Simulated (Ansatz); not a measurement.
The system is ZrN.

```
Zr N
1.0
     0.00000    2.30000    2.30000
     2.30000    0.00000    2.30000
     2.30000    2.30000    0.00000
Zr N
1 1
Cartesian
  2.3000 2.3000 2.3000
  0.0000 0.0000 0.0000
```

A run of Ansatz 0.2.0 on this cell left the log below. Logs are shortened: lines on timing, memory, paths and dates and some standing lists are left out, and cuts for length are marked.

```text
Warning: RAYON_NUM_THREADS=2 ignored (pool sized by the plan → 2); use --threads N
scf.n_extra_bands = 6 over 17 filled bands (N_el = 17.0): the run solves 23 bands
Engine: ansatz 0.2.0, aarch64-unknown-linux-gnu
Pseudopotentials: kind: paw_fr
Pseudopotential: Zr, paw_fr, valence charge 12, recommended cutoff 420 eV (normal), Zr.paw.azcp#standard-fr
Pseudopotential: N, paw_fr, valence charge 5, recommended cutoff 420 eV (normal), N.paw.azcp#standard-fr
Functional definition: PBEsol
  exchange = pbesol_x
  correlation = pbesol_c
non-collinear run that drives no moment, with spin-orbit: no starting moment large enough to seed its density (crystal.atoms[].spin), no starting occupations that ask for one, no magnetisation constraint and no magnetic field, so the semilocal B_xc is pinned to zero
Crystal: 2 atoms, lattice volume = 24.334 Å³
Basis set: ecut = 420 eV, 531 PW (Γ), exchange–correlation on 48×48×48 points (8 copies of the dense FFT grid, shifted against one another)
Bands: 23, of which v1, the nominal top of the filled ones, is band 17 counted from 1 (16 counted from 0)
Symmetry: 48 space group operations + 48 with time reversal
Magnetic group: BNS 225.117 (UNI 1619), of the structure as read, at distance tolerance 2.9e-5 Å
k-points: 20 of 343
Projection manifold: j_resolved (fully-relativistic pseudo-atomic orbitals)
Non-local potential: Zr, projectors of the file, l = 0: 3, l = 1: 4, l = 2: 4, l = 3: 4
Non-local potential: N, projectors of the file, l = 0: 2, l = 1: 4, l = 2: 2
PAW form: soft (Blöchl's): semilocal exchange-correlation on the pseudo side does not see the compensation charge
PAW frozen core: Zr, regenerated for the run's functional, and the local potential with it (the file was generated under x = pbe(κ = 0.804, μ = 0.2195149727645171), c = pbe(β = 0.06672455060314922))
PAW frozen core: N, regenerated for the run's functional, and the local potential with it (the file was generated under x = pbe(κ = 0.804, μ = 0.2195149727645171), c = pbe(β = 0.06672455060314922))
PAW one-centre angular grid: Zr, 590 points (default); XC on 64 Gauss nodes
PAW one-centre angular grid: N, 110 points (default); XC on 64 Gauss nodes
Initial density: superposition of atomic densities (chi_scale 0.1, normalization cell, long waves kept (reshape's long-wave potential 0.00 eV rms))
Initial wavefunctions: pseudopotential atomic-orbital guess
Functional: x = pbesol(κ = 0.804, μ = 0.12345679012345678), c = pbesol(β = 0.046)
[... 9 lines left out ...]
  greatest PAW one-centre occupation: 0.996 electrons in one spin orbital (limit 2), on the Zr atom at site 0 (counted from 0), in its partial waves of l = 0
NSCF: frozen V_eff on 142 k-points
SCF converged after 7 iterations
Magnetization: |M| = 0.0000 μB,  M = (+0.0000, +0.0000, +0.0000) μB
Absolute magnetization: 0.0000 μB (∫|m|)
  site 0: m = (+0.0000, +0.0000, +0.0000) μB, |m| = 0.0000 μB  (R = 0.95 Å)
  site 1: m = (+0.0000, +0.0000, +0.0000) μB, |m| = 0.0000 μB  (R = 0.95 Å)
Free energy (F): -4511.780014 eV
Harris-Foulkes:  -4511.780014 eV  (|F-HF|=5.47e-10)
Internal energy: -4511.774042 eV  (E = F + TS)
E sigma→0 (E₀):  -4511.777028 eV
Entropy (-TS):   -0.005972 eV (-2.986 meV/atom)
Fermi energy:    17.506125 eV
--- Per-component energies (eV) ---
  E_band       = -30.666854
  E_kinetic    = 465.799097
  E_local      = -628.817115  (includes V_loc(G=0)·N_el)
  E_nonlocal   = 124.904536
  E_hartree    = 188.109600
  E_xc         = -222.068990
  E_vxc        = -269.155115  (∫ρ·V_xc dr)
  E_paw        = -3022.454802  (= ΣΔE_a)
  E_vpaw       = -99.618185  (= ΣTr[D̂ρ^β])
  E_aug_tail   = 0.000110  (compensation charges beyond the density's cutoff)
  E_ewald      = -1417.441055
  E_core_change = 0.194577  (= ΣΔE_core)
  E_smearing   = -0.005972  (= −TS)
  E_closure    = 0.000000  (closes the sum)
  Σ components = -4511.780014   (vs F -4511.780014, Δ=0.00e0)
--- Forces (eV/Å), atoms counted from 1 ---
  atom   1  Zr     0.00000000    -0.00000000    -0.00000000
  atom   2  N     -0.00000000     0.00000000    -0.00000000
  max |Σ_I F_I| component: 4.65e-28 eV/Å
--- Stress (GPa, compression-positive) ---
       -7.686470       0.000000       0.000000
        0.000000      -7.686470       0.000000
        0.000000      -0.000000      -7.686470
  P = ⅓ Tr σ = -7.6865 GPa (-76.865 kbar)
--- Band table (eV; the first three rows and the last of 20) ---
  k-point 0: bands = ["-32.1098", "-32.1098", "-11.0084", "-11.0084", "-9.2046", "-9.2046", "-9.2046", "-9.2046", "1.1668", "1.1668", "14.6713", "14.6713", "14.7378", "14.7378", "14.7378", "14.7378", "16.9099", "16.9099", "16.9099", "16.9099", "16.9843", "16.9843", "18.9032"]
  k-point 1: bands = ["-32.0842", "-32.0842", "-11.0913", "-11.0913", "-9.3754", "-9.3754", "-9.2230", "-9.2230", "1.5621", "1.5621", "13.3145", "13.3145", "13.7669", "13.7669", "13.7838", "13.7838", "17.3566", "17.3566", "17.4732", "17.4732", "17.5112", "17.5112", "20.2104"]
  k-point 2: bands = ["-32.0260", "-32.0260", "-11.3081", "-11.3081", "-9.6886", "-9.6886", "-9.2640", "-9.2640", "2.4652", "2.4652", "11.2585", "11.2585", "12.5048", "12.5048", "12.5059", "12.5059", "18.2359", "18.2359", "18.7698", "18.7698", "18.7950", "18.7950", "22.6194"]
  k-point 19: bands = ["-31.9305", "-31.9305", "-11.5058", "-11.5058", "-9.9159", "-9.9159", "-9.6572", "-9.6572", "2.3751", "2.3751", "11.7082", "11.7082", "12.5380", "12.5380", "12.6647", "12.6647", "17.7602", "17.7602", "19.1400", "19.1400", "21.5975", "21.5975", "22.1400"]
```

Problem. What input gives this log?

Solution. Band structure with PBEsol, spin-orbit coupling, no magnetisation. The files as run (others can give the same):

input.yaml
```yaml
crystal:
  lattice:
    - [0.0, 2.3, 2.3]
    - [2.3, 0.0, 2.3]
    - [2.3, 2.3, 0.0]
  atoms:
    - { symbol: Zr, position: [0.5, 0.5, 0.5] }
    - { symbol: "N", position: [0.0, 0.0, 0.0] }
hamiltonian:
  xc: pbesol
  pseudopotentials: { kind: paw_fr }
magnetization:
  noncollinear: true
  spin_orbit: true
kpoints:
  mp_grid: { grid: [7, 7, 7] }
  band_path:
    path:
      - [[0.0, 0.0, 0.0], [0.5, 0.0, 0.5], [0.5, 0.25, 0.75], [0.375, 0.375, 0.75], [0.0, 0.0, 0.0], [0.5, 0.5, 0.5], [0.625, 0.25, 0.625], [0.5, 0.25, 0.75], [0.5, 0.5, 0.5], [0.375, 0.375, 0.75]]
      - [[0.625, 0.25, 0.625], [0.5, 0.0, 0.5]]
    npoints: 14
scf:
  occupations: { method: fermi_dirac, width: 0.05 }
  n_extra_bands: 6
output:
  forces: true
  stress: true
  eigenvalues: true
  fatbands: true
  write_density: true
  write_potential: true
  elf: true
  volumetric_format: npy
```

Potentials or basis: Ansatz PAW.
The run is started by
```sh
$ ansatz run input.yaml --threads 2 --pin off --max-ram 5632MiB --backend cpu --events-out ev --progress --plain --runs-dir out
```

Caveat: the pressure holds a Pulay correction of +0.4 GPa for the finite cutoff; the PAW data sets come from PBE, with cores solved anew for the run's functional, which leaves a small shift of forces and pressure.
